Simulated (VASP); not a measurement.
Wanted: an ASE script for a VASP 6.6.1 run.

| Quantity | Value |
| --- | --- |
| Task | single point |
| Functional | PBEsol |
| Potentials or basis | VASP PAW PBE potentials, release 64 (C) |
| Cutoff | 520 eV |
| k mesh | 12 × 12 × 12 |
| Occupations | gaussian, width 0.05 eV |
| Spin | no spin polarisation |
| Further INCAR settings | ALGO = Normal; EDIFF = 1.00e-07 |

The structure of C lies in C.cif:

```cif
data_C
_cell_length_a 8.40412895
_cell_length_b 8.40412895
_cell_length_c 8.40412895
_cell_angle_alpha 16.87563779
_cell_angle_beta 16.87563779
_cell_angle_gamma 16.87563779
_space_group_name_H-M_alt 'P1'
_space_group_name_Hall 'P 1'
_space_group_IT_number 1
loop_
_space_group_symop_operation_xyz
'x,y,z'
loop_
_atom_site_label
_atom_site_type_symbol
_atom_site_symmetry_multiplicity
_atom_site_Wyckoff_symbol
_atom_site_fract_x
_atom_site_fract_y
_atom_site_fract_z
_atom_site_occupancy
C1 C 1 a 0.0871730800 0.0871730800 0.0871730800 1
C2 C 1 a 0.7538500600 0.7538500600 0.7538500600 1
C3 C 1 a 0.2461499400 0.2461499400 0.2461499400 1
C4 C 1 a 0.9128269200 0.9128269200 0.9128269200 1
```

This isn't the form of C at room conditions, which is graphite.

One way to write it, as run:

run.py

```python
from ase.calculators.vasp import Vasp
from ase.dft.bandgap import bandgap
from ase.io import read

atoms = read('C.cif')
calc = Vasp(
    directory='calc',
    xc='pbesol',
    pp='PBE',
    setups='materialsproject',
    prec='Accurate',
    encut=520,
    ediff=1e-07,
    ismear=0,
    sigma=0.05,
    lreal=False,
    lasph=True,
    nelm=100,
    algo='Normal',
    isif=2,
    lwave=False,
    lcharg=False,
    kpts=[12, 12, 12],
    gamma=True,
)
atoms.calc = calc

print('energy (eV):', atoms.get_potential_energy())
print('free energy (eV):', atoms.get_potential_energy(force_consistent=True))
print('forces (eV/A):')
print(atoms.get_forces())
print('stress (eV/A^3, Voigt):', atoms.get_stress())
print('Fermi level (eV):', calc.get_fermi_level())
gap, top, bottom = bandgap(calc)
print('band gap (eV):', gap, 'from (spin, k, band)', top, 'to', bottom)
```

Potentials or basis: VASP PAW PBE potentials, release 64 (C).

Launch:

```bash
$ python run.py
```

It gave:

```yaml
Pressure: -1.5 GPa
Largest_force: 0.004 eV/Å
Band_gap_on_the_k_mesh: 0.19 eV, direct
```

Caveat: the PAW data sets were made with another functional, which shifts forces and pressure a little.

It took 6.9 min on 1 thread of Intel(R) Xeon(R) Platinum 8559C (Emerald Rapids) (shared host), peak memory 0.56 GiB.
